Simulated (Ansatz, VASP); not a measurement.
HfO2 in VASP and in Ansatz

File POSCAR:

```
HfO2
1.0
    0.0000000000      2.5291823190      2.5291823190
    2.5291823190      0.0000000000      2.5291823190
    2.5291823190      2.5291823190      0.0000000000
Hf O
1 2
Direct
    0.0000000000      0.0000000000      0.0000000000
    0.2500000000      0.2500000000      0.2500000000
    0.7500000000      0.7500000000      0.7500000000
```

The input INCAR.step1:

```
SYSTEM = HfO2
ALGO = Normal
EDIFF = 1E-4
ENCUT = 520
GGA = PE
ISMEAR = 0
LASPH = .TRUE.
LCHARG = .FALSE.
LREAL = .FALSE.
LWAVE = .TRUE.
NBANDS = 18
NELM = 100
PREC = Accurate
SIGMA = 0.01
```

The input INCAR.step2:

```
SYSTEM = HfO2
ALGO = Normal
EDIFF = 1E-6
ENCUT = 520
ISIF = 2
ISMEAR = 0
ISTART = 1
LASPH = .TRUE.
LCHARG = .FALSE.
LMIXTAU = .TRUE.
LREAL = .FALSE.
LWAVE = .FALSE.
METAGGA = R2SCAN
NBANDS = 18
NELM = 100
PREC = Accurate
SIGMA = 0.01
```

KPOINTS

```
k-points
0
G
  6 6 6
  0 0 0
```

Input for Ansatz:

```yaml
crystal:
  lattice:
    - [0.0, 2.529182319, 2.529182319]
    - [2.529182319, 0.0, 2.529182319]
    - [2.529182319, 2.529182319, 0.0]
  atoms:
    - { symbol: Hf, position: [0.0, 0.0, 0.0] }
    - { symbol: O, position: [0.25, 0.25, 0.25] }
    - { symbol: O, position: [0.75, 0.75, 0.75] }
kpoints:
  mp_grid: { grid: [6, 6, 6] }
hamiltonian:
  xc: r2scan
  pseudopotentials: { kind: nc }
scf:
  occupations: { method: fixed }
  n_extra_bands: 4
output:
  forces: true
  stress: true
  eigenvalues: true
```

Alike in both runs: task single point; functional r2SCAN; k mesh 6 × 6 × 6; no spin polarisation.

|  | VASP | Ansatz |
| --- | --- | --- |
| version | VASP 6.6.1 | Ansatz 0.2.0 |
| potentials or method | VASP PAW PBE potentials, release 64 (Hf_pv, O) | plane waves |
| plane-wave cutoff (eV) | 520 | 1290 |
| occupations | gaussian, width 0.01 eV | fixed |
| valence electrons in the cell | 22 | 38 |

```tsv
	VASP	Ansatz	Ansatz less VASP
gap on the k mesh at the Fermi level (eV)	4.31	4.28	-0.035
pressure (GPa)	-4.0	-0.1	+3.86
```

One of these differences is far larger than is usual between the two programs; its cause wasn't traced. The two sets of potentials don't hold the same shells in valence.

Caveats: the PAW data sets were made with another functional, which shifts forces and pressure a little (VASP); spin-orbit coupling is left out, which moves the levels of the heavy elements. r2SCAN opens gaps a little over a GGA but as a rule still falls short of measured ones. A k mesh can miss the band edges.
